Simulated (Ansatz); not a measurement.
# W: which structure wins at one pressure

Which of fcc, bcc, hcp, diamond, beta tin, sc has the lowest enthalpy for W at one common pressure? The runs shown use PAW.

Method: DFT, PBE, PAW with Ansatz's default frozen-core files, scalar-relativistic, in Ansatz 0.2.0.

### Step 1. The structure to begin with

It takes space group Fm-3m (No. 225, cubic). The conventional cell has a = 4.012 Å, b = 4.012 Å, c = 4.012 Å, α = 90.00°, β = 90.00°, γ = 90.00°. W (site symmetry m-3m) is surrounded by 12 W at 2.84 Å.

As a file:

```
CELL_PARAMETERS angstrom
0.00000 2.00602 2.00602
2.00602 0.00000 2.00602
2.00602 2.00602 0.00000
ATOMIC_POSITIONS crystal
W 0.00000 0.00000 0.00000
```

### Step 2. Cell relaxed at zero pressure, PAW

Contents of input.yaml:

```yaml
crystal:
  lattice:
    - [0.0, 2.0060235071, 2.0060235071]
    - [2.0060235071, 0.0, 2.0060235071]
    - [2.0060235071, 2.0060235071, 0.0]
  atoms:
    - { symbol: W, position: [0.0, 0.0, 0.0] }
kpoints:
  mp_grid: { grid: [17, 17, 17] }
scf:
  occupations: { method: fermi_dirac, width: 0.1 }
hamiltonian:
  xc: pbe
  pseudopotentials: { kind: paw }
output:
  forces: true
  stress: true
  write_density: true
  write_potential: true
  elf: true
  volumetric_format: npy
relax:
  f_tol: 0.005
  max_steps: 40
  cell: {}
```

Launch:

```
$ ansatz run input.yaml --threads 1 --pin off --max-ram 3584MiB --backend cpu --events-out ev --progress --plain --runs-dir out
```

Further steps of the session: Volume scaled by 0.71, to set the pressure, PAW; Fcc relaxed under pressure, PAW; Bcc relaxed under pressure, PAW; Hcp relaxed under pressure, PAW; Diamond relaxed under pressure, PAW; Beta tin relaxed under pressure, PAW; Sc relaxed under pressure, PAW.

Q: Predict the outcome of this session. Wanted: pressure; lowest.

**Answer**, as computed:

```
    quantity                          value
    pressure                        190 GPa
lowest (PAW)  bcc, 595.2 meV/atom under fcc
```

In words: By PAW the order is bcc < fcc < hcp < beta tin < sc < diamond. Only these structures were tried, with electrons smeared by 0.1 eV and without vibrations, so the true ground state may be another. The k meshes differ between phases and weren't tested, which can move differences by some meV. Spin-orbit coupling is left out, though the cell holds W; in elements this heavy it can shift bands and gaps by tenths of an eV.
